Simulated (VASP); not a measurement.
Write the native input for VASP 6.6.1 that does the following.

- Task: relaxation of cell and atoms
- Functional: revPBE
- Dispersion: D3(BJ)
- Potentials or basis: VASP PAW PBE potentials, release 64 (N, B)
- Cutoff: 600 eV
- k mesh: 12 × 12 × 12
- Occupations: fermi-dirac, width 0.05 eV
- Spin: no spin polarisation
- Further INCAR settings: ALGO = Normal; EDIFF = 1e-06; IBRION = 2; EDIFFG = -0.005; NSW = 60; ISIF = 3

The structure of BN lies in POSCAR:

```
BN
1.0
    1.2511217832      0.7223354983      3.3729344033
   -1.2511217832      0.7223354983      3.3729344033
    0.0000000000     -1.4446709966      3.3729344033
N B
1 1
Direct
    0.6672382000      0.6672382000      0.6672382000
    0.0003288000      0.0003288000      0.0003288000
```

The cell is a database's computed one.

These files were run (other wordings do the same):

INCAR

```
  PREC = Accurate
  ENCUT = 600
  EDIFF = 1E-6
  ISMEAR = -1
  SIGMA = 0.05
  LREAL = F
  LASPH = T
  NELM = 80
  ALGO = Normal
  ISIF = 3
  LWAVE = F
  LCHARG = F
  GGA = RE
  IVDW = 12
  IBRION = 2
  NSW = 60
  EDIFFG = -0.005
```

KPOINTS

```
Automatic mesh
0
Gamma
  12 12 12
```

Potentials or basis: VASP PAW PBE potentials, release 64 (N, B).

Launch:

```bash
$ cat potpaw_PBE.64/N/POTCAR potpaw_PBE.64/B/POTCAR > POTCAR
$ mpirun -np 1 vasp_std > vasp.out
```

It gave:

| Quantity | Value |
| --- | --- |
| Relaxed volume | 8.45 Å³/atom |
| Relaxed cell | a = 3.425 Å, b = 3.425 Å, c = 3.425 Å, α = 42.95°, β = 42.95°, γ = 42.95° |
| Space group after relaxing (to 0.05 Å) | R3m (No. 160) |
| Energy gained by relaxing | 7.0 meV/atom |
| Ionic steps | 10 |
| Pressure after relaxing | 0.0 GPa |
| Band gap on the k mesh | 4.12 eV, indirect (least direct gap 4.77 eV) |
| Dispersion energy per atom | -0.308 eV |

Caveat: the PAW data sets were made with another functional, which shifts forces and pressure a little.

Wall time 7.5 min on 1 thread of AMD EPYC 7R43 64-Core Processor (Zen 3) (shared host), peak memory 0.17 GiB.
